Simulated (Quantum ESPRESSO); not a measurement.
TePt under changes of volume

One of the cells (22.276 Å³/atom); the others are scaled copies at fixed shape and fractional positions:

```xyz
4
Lattice="4.2629 0.0000 0.0000 -2.1314 3.6918 0.0000 0.0000 0.0000 5.6618" Properties=species:S:1:pos:R:3 pbc="T T T"
Pt    0.0000    0.0000    0.0000
Pt    0.0000    0.0000    2.8309
Te    0.0000    2.4612    1.4154
Te    2.1314    1.2306    4.2463
```

Measurements of this composition are mostly on another form, of space group No. 166.

- Program: Quantum ESPRESSO 7.5
- Functional: LDA
- Potentials or basis: GBRV 1.5 LDA
- Cutoff: 612 eV
- Density cutoff: 4898 eV
- k mesh: 7 × 7 × 5
- Occupations: fermi-dirac, width 0.05 eV
- Spin: no spin polarisation

```tsv
volume (Å³/atom)	energy over the lowest point (meV/atom)	pressure (GPa)
20.939	1.16	1.8
21.385	0.00	-1.3
21.830	6.99	-4.1
22.276	?	?
22.721	41.63	-8.6
23.167	67.60	-10.5
23.612	98.41	-12.1
```

Question: What does the run at 22.276 Å³/atom give?

Answer: Energy over the lowest point 21.17 meV/atom; pressure -6.5 GPa.

Worked out: A Birch-Murnaghan fit of order 3 (a polynomial in V^(-2/3)) to the other rows has its minimum at 21.22 Å³/atom with B0 = V·E''(V) = 146 GPa and B' = 5.2 at fixed shape and positions, which overstates the stiffness. It gives 21.18 meV/atom at 22.276 Å³/atom, against the run's 21.17, and -dE/dV = -6.3 GPa, against -6.5.

Energies are extrapolated to zero smearing.
